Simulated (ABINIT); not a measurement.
# Si2Mo (I4/mmm) in ABINIT: phonons with LDA

Aim: the phonons of Si2Mo with LDA.

Program: ABINIT 10.8.3 (patched build). These are calculated values, not measurements. Logs are shortened: lines on timing, memory, paths and dates and some standing lists are left out, and cuts for length are marked. The log counts tension as positive stress, the text compression.

**1. The undisturbed crystal**

Symmetry: I4/mmm, No. 139, tetragonal system. The conventional cell has a = 3.200 Å, b = 3.200 Å, c = 7.861 Å, α = 90.00°, β = 90.00°, γ = 90.00°. Around Mo (site symmetry 4/mmm) lie 10 Si at 2.62 Å. Around Si (site symmetry 4mm) lie 5 Si at 2.61 to 2.63 Å and 5 Mo at 2.62 Å.

**2. Phonons, LDA (cell relaxed at zero pressure by an earlier run)**

The input, run.abi:

```
# Datasets
ndtset 2

# Pseudopotentials
pp_dirpath "./"
pseudos "Mo.hgh, Si.hgh"

# Structure
acell 3*1.0 Angstrom
rprim
    -1.5868143600     1.5868143600     3.8766240500
     1.5868143600    -1.5868143600     3.8766240500
     1.5868143600     1.5868143600    -3.8766240500
ntypat 2
znucl 42 14
natom 3
typat 1 2 2
chkprim 0
chksymtnons 0
tolsym 1.0e-6
xred
            0.0            0.0            0.0
   0.6645998300   0.6645998300            0.0
   0.3354001700   0.3354001700            0.0

# Plane-wave basis
ecut 38.0
ecutsm 0.5

# k points
ngkpt 10 10 10
nshiftk 1
shiftk 0.0 0.0 0.0

# Exchange and correlation
ixc 7

# Bands and occupations
nband 15
occopt 3
tsmear 0.00183747

# SCF cycle
nstep 80

# Output
prteig 0
prtebands 0
prtwf 0
prtden 0
prtpot 0

# Dataset 1: ground state
kptopt1 1
tolvrs1 1.0e-15
prtwf1 1
tolwfr1 1.0e-14
nbdbuf1 4
nline1 6

# Dataset 2: response at q = 0 to atomic displacements
rfphon2 1
rfatpol2 1 3
rfdir2 1 1 1
getwfk2 1
kptopt2 2
nqpt2 1
qpt2 0.0 0.0 0.0
tolvrs2 1.0e-10
```

The input, mrgddb.in:

```
merged_DDB
Si2Mo
2
runo_DS1_DDB
runo_DS2_DDB
```

The input, anaddb.abi:

```
ddb_filepath "merged_DDB"
output_file "anaddb.abo"
outdata_prefix "ana"
asr 1
chneut 0
dipdip 0
dieflag 0
enunit 0
eivec 1
nph1l 1
qph1l 0.0 0.0 0.0 1.0
```

Potentials or basis: HGH LDA.

Started as:

```
> mpirun --bind-to none -np 4 abinit run.abi > log 2>&1
> mrgddb < mrgddb.in > mrgddb.log 2>&1
> anaddb anaddb.abi > anaddb.log 2>&1
```

run.abo:

```text
.Version 10.8.3 of ABINIT
 DATASET    1 : space group I4/m m m (#139); Bravais tI (body-center tetrag.)
================================================================================
 Values of the parameters that define the memory need for DATASET  1.
     intxc =       0    ionmov =       0      iscf =       7    lmnmax =       6
     lnmax =       6     mgfft =      48  mpssoang =       3    mqgrid =    3001
     natom =       3  nloc_mem =       1    nspden =       1   nspinor =       1
    nsppol =       1      nsym =      16    n1xccc =       0    ntypat =       2
    occopt =       3   xclevel =       1
       mpw =        2970          nfft =      110592          nkpt =         102
================================================================================
================================================================================

 DATASET    2 : space group I4/m m m (#139); Bravais tI (body-center tetrag.)
================================================================================
 Values of the parameters that define the memory need for DATASET  2 (RF).
     intxc =       0      iscf =       7    lmnmax =       6     lnmax =       6
     mgfft =      48  mpssoang =       3    mqgrid =    3001     natom =       3
  nloc_mem =       1    nspden =       1   nspinor =       1    nsppol =       1
      nsym =      16    n1xccc =       0    ntypat =       2    occopt =       3
   xclevel =       1
      nfft =      110592          nkpt =         504
================================================================================
================================================================================

--------------------------------------------------------------------------------
------------- Echo of variables that govern the present computation ------------
--------------------------------------------------------------------------------
 -outvars: echo values of preprocessed input variables --------
            acell      1.8897261259E+00  1.8897261259E+00  1.8897261259E+00 Bohr
              amu      9.59400000E+01  2.80855000E+01
          chkprim           0
      chksymtnons           0
             ecut      3.80000000E+01 Hartree
           ecutsm      5.00000000E-01 Hartree
           getwfk1          0
           getwfk2          1
                       outvar_i_n : Printing only first  50 k-points.
              ixc           7
           jdtset        1    2
                       outvar_i_n : Printing only first  50 k-points.
           kptopt1          1
           kptopt2          2
         kptrlatt       10    0    0      0   10    0      0    0   10
          kptrlen      5.99728911E+01
            natom           3
            nband1         15
            nband2         15
           nbdbuf1          4
           nbdbuf2          2
           ndtset           2
            ngfft          48      48      48
             nkpt1        102
             nkpt2        504
            nline1          6
            nline2          4
             nqpt1          0
             nqpt2          1
            nstep          80
             nsym          16
           ntypat           2
                       prtocc : prtvol=0, do not print more k-points.
                       prtocc : prtvol=0, do not print more k-points.
           occopt           3
        optdriver1          0
        optdriver2          1
           prtden           0
        prtebands           0
           prteig           0
            prtwf1          1
            prtwf2          0
           rfphon1          0
           rfphon2          1
            rprim     -1.5868143600E+00  1.5868143600E+00  3.8766240500E+00
                       1.5868143600E+00 -1.5868143600E+00  3.8766240500E+00
                       1.5868143600E+00  1.5868143600E+00 -3.8766240500E+00
          spgroup         139
           tolsym      1.00000000E-06
           tolvrs1     1.00000000E-15
           tolvrs2     1.00000000E-10
           tolwfr1     1.00000000E-14
           tolwfr2     0.00000000E+00
           tsmear      1.83747000E-03 Hartree
            typat      1  2  2
                       outvars : Printing only first  50 k-points.
           xangst      0.0000000000E+00  0.0000000000E+00  0.0000000000E+00
                       1.5335717834E-17  7.6068537464E-17  5.1528073692E+00
[... 267 lines left out ...]
 symkpt : the number of k-points, thanks to the symmetries,
 is reduced to   282 .

--------------------------------------------------------------------------------

--------------------------------------------------------------------------------

 dfpt_looppert : total number of electrons, from k and k+q
  fully or partially occupied states are    1.400000E+01 and    1.400000E+01.
 Initialisation of the first-order wave-functions :
  ireadwf=   0

--- !BeginCycle
iteration_state: {dtset: 2, }
solver: {iscf: 7, nstep: 80, nline: 4, wfoptalg: 0, }
tolerances: {tolvrs: 1.00E-10, }
...

     iter   2DEtotal(Ha)        deltaE(Ha) residm    vres2
-ETOT  1   268.33332429452     -2.144E+03 8.326E+00 2.429E+06
 ETOT  2   25.030521004230     -2.433E+02 1.963E+00 1.474E+05
 ETOT  3   9.0315216783065     -1.600E+01 7.830E-02 3.094E+02
 ETOT  4   8.9958229392237     -3.570E-02 8.335E-03 2.098E+00
 ETOT  5   8.9955910583899     -2.319E-04 9.020E-04 1.068E-02
 ETOT  6   8.9955897966734     -1.262E-06 1.308E-04 1.221E-04
 ETOT  7   8.9955897846053     -1.207E-08 1.400E-05 3.289E-05
 ETOT  8   8.9955897792838     -5.321E-09 2.603E-06 6.880E-07
 ETOT  9   8.9955897791651     -1.187E-10 2.784E-07 3.572E-10
 ETOT 10   8.9955897791701      5.002E-12 5.293E-08 1.516E-12

 At SCF step   10       vres2   =  1.52E-12 < tolvrs=  1.00E-10 =>converged.
================================================================================

 ----iterations are completed or convergence reached----

 Mean square residual over all n,k,spin=   63.346E-12; max=  52.930E-09

 2DEtotal=    0.8995589779E+01 Ha. Also 2DEtotal=    0.244782467991E+03 eV
    (2DErelax=   -2.4030661234E+03 Ha. 2DEnonrelax=    2.4120617131E+03 Ha)
    (  non-var. 2DEtotal :    8.9955896476E+00 Ha)

--------------------------------------------------------------------------------
 Perturbation wavevector (in red.coord.)   0.000000  0.000000  0.000000
 Perturbation : displacement of atom   2   along direction   1
 Found     2 symmetries that leave the perturbation invariant.
 symkpt : the number of k-points, thanks to the symmetries,
 is reduced to   282 .

--------------------------------------------------------------------------------

--------------------------------------------------------------------------------

 dfpt_looppert : total number of electrons, from k and k+q
  fully or partially occupied states are    1.400000E+01 and    1.400000E+01.
 Initialisation of the first-order wave-functions :
  ireadwf=   0

--- !BeginCycle
iteration_state: {dtset: 2, }
solver: {iscf: 7, nstep: 80, nline: 4, wfoptalg: 0, }
tolerances: {tolvrs: 1.00E-10, }
...

     iter   2DEtotal(Ha)        deltaE(Ha) residm    vres2
-ETOT  1   95.127834029024     -2.711E+01 2.623E+00 8.096E+05
 ETOT  2   36.874500399727     -5.825E+01 8.153E-01 1.783E+05
 ETOT  3   13.906523113027     -2.297E+01 3.983E-02 2.955E+04
 ETOT  4   9.0062123201423     -4.900E+00 4.734E-03 7.034E+01
 ETOT  5   8.9986572149406     -7.555E-03 1.385E-03 2.745E-01
 ETOT  6   8.9986258774310     -3.134E-05 3.234E-04 1.631E-03
 ETOT  7   8.9986255802559     -2.972E-07 6.663E-05 3.815E-05
 ETOT  8   8.9986255754519     -4.804E-09 1.718E-05 4.690E-07
 ETOT  9   8.9986255753796     -7.235E-11 3.818E-06 9.544E-10
 ETOT 10   8.9986255753786     -9.948E-13 1.010E-06 1.236E-11

 At SCF step   10       vres2   =  1.24E-11 < tolvrs=  1.00E-10 =>converged.
================================================================================

 ----iterations are completed or convergence reached----

 Mean square residual over all n,k,spin=   40.641E-11; max=  10.097E-07

 2DEtotal=    0.8998625575E+01 Ha. Also 2DEtotal=    0.244865076215E+03 eV
    (2DErelax=   -1.1323737816E+02 Ha. 2DEnonrelax=    1.2223600373E+02 Ha)
    (  non-var. 2DEtotal :    8.9986255699E+00 Ha)

================================================================================

 ---- first-order wavefunction calculations are completed ----

 ==> Compute Derivative Database <==

  Dynamical matrix, in cartesian coordinates,
   if specified in the inputs, asr has been imposed
     j1       j2             matrix element
  dir pert dir pert     real part    imaginary part

   1    1   1    1         0.0989092954        -0.0000000000
   1    1   1    2        -0.0494546477         0.0000000000
   1    1   1    3        -0.0494546477         0.0000000000

   2    1   2    1         0.0989092954         0.0000000000
   2    1   2    2        -0.0494546477        -0.0000000000
   2    1   2    3        -0.0494546477        -0.0000000000
[... 25 lines left out ...]
   3    3   3    1        -0.0672380809         0.0000000000
   3    3   3    2        -0.0726270954         0.0000000000
   3    3   3    3         0.1398651763        -0.0000000000

  Phonon wavevector (reduced coordinates) :  0.00000  0.00000  0.00000
 Phonon energies in Hartree :
   0.000000E+00  0.000000E+00  0.000000E+00  1.237550E-03  1.237550E-03
   1.443002E-03  1.508741E-03  1.508741E-03  2.037279E-03
 Phonon frequencies in cm-1    :
   0.000000E+00  0.000000E+00  0.000000E+00  2.716109E+02  2.716109E+02
   3.167024E+02  3.311304E+02  3.311304E+02  4.471310E+02

== END DATASET(S) ==============================================================
================================================================================

 -outvars: echo values of variables after computation  --------
            acell      1.8897261259E+00  1.8897261259E+00  1.8897261259E+00 Bohr
           etotal1    -1.6048026209E+01
           etotal2     8.9986255754E+00
            fcart1     9.0350181040E-21 -9.0350181040E-21 -0.0000000000E+00
                      -1.4633696047E-20  2.1506376370E-20 -1.0470741781E-04
                       5.5986779426E-21 -1.2471358266E-20  1.0470741781E-04
            fcart2     0.0000000000E+00  0.0000000000E+00  0.0000000000E+00
                       0.0000000000E+00  0.0000000000E+00  0.0000000000E+00
                       0.0000000000E+00  0.0000000000E+00  0.0000000000E+00
            rprim     -1.5868143600E+00  1.5868143600E+00  3.8766240500E+00
                       1.5868143600E+00 -1.5868143600E+00  3.8766240500E+00
                       1.5868143600E+00  1.5868143600E+00 -3.8766240500E+00
           strten1    -9.3198552689E-07 -9.3198552688E-07  1.6790687178E-06
                       0.0000000000E+00  0.0000000000E+00  0.0000000000E+00
           strten2     0.0000000000E+00  0.0000000000E+00  0.0000000000E+00
                       0.0000000000E+00  0.0000000000E+00  0.0000000000E+00
           xangst      0.0000000000E+00  0.0000000000E+00  0.0000000000E+00
                       1.5335717834E-17  7.6068537464E-17  5.1528073692E+00
                      -3.4814491242E-17  8.0943005548E-17  2.6004407308E+00
             xred      0.0000000000E+00  0.0000000000E+00  0.0000000000E+00
                       6.6459983000E-01  6.6459983000E-01  2.8801181034E-17
                       3.3540017000E-01  3.3540017000E-01  1.4534943554E-17
 Calculation completed.
```

It took 4.6 min on 4 MPI ranks of Arm Neoverse V2, shared host; peak memory 0.92 GiB.

Results:

- Free energy: -436.6890 eV
- Pressure: 0.0 GPa
- Largest force: 0.005 eV/Å
- Band gap on the k mesh: none (metal or under the smearing width)
- Highest phonon frequency at Γ: 447 cm⁻¹

Forces on the atoms (eV/Å):
```
Mo   0.000  0.000  0.000
Si   0.000  0.000 -0.005
Si   0.000  0.000  0.005
```

Phonon frequencies in cm⁻¹ (negative: imaginary):
| q point | frequencies |
| --- | --- |
| (0.000, 0.000, 0.000) | 0 0 0 272 272 317 331 331 447 |

Caveat: the mesh is coarse for a metal's response; HGH potentials are hard and often keep d shells in the core, so these values are rough.
